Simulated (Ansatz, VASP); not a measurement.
# MgSiN: VASP beside Ansatz

```
Mg Si N
1.0
     3.06741    0.00000    0.00000
     0.00000    3.06752    0.00000
     0.00000    0.00000    3.82205
Mg Si N
1 1 1
Direct
  0.00000 0.00000 0.00000
  0.50000 0.50000 0.50000
  0.50000 0.50000 0.00000
```

Change from the starting cell: species swapped into the ErCoC type (Pmmm, No. 47).

Alike in both runs: functional PBE; k mesh 14 × 14 × 14; occupations gaussian, width 0.1 eV; no spin polarisation.

Ansatz relaxed the structure, and its values are those at the end. VASP's run is a single point on that final structure, the one shown.

|  | VASP | Ansatz |
| --- | --- | --- |
| version | VASP 6.6.1 | Ansatz 0.2.0 |
| potentials or method | VASP PAW PBE potentials, release 64 (Mg, Si, N) | scalar-relativistic, plane waves, PAW |
| plane-wave cutoff (eV) | 520 | 420 |
| valence electrons in the cell | 11 | 19 |

Ansatz gave:

| Quantity | Value |
| --- | --- |
| gap on the k mesh at the Fermi level (eV) | none |
| pressure (GPa) | 0.0 |

Task: Which values does VASP return?

Result: gap on the k mesh at the Fermi level (eV): none; pressure (GPa): -0.3.

A gap of «none» marks a metal or a gap that the smearing closes. The functional is the same, so the differences come from potentials, cutoffs and numerics. The two sets of potentials don't hold the same shells in valence.
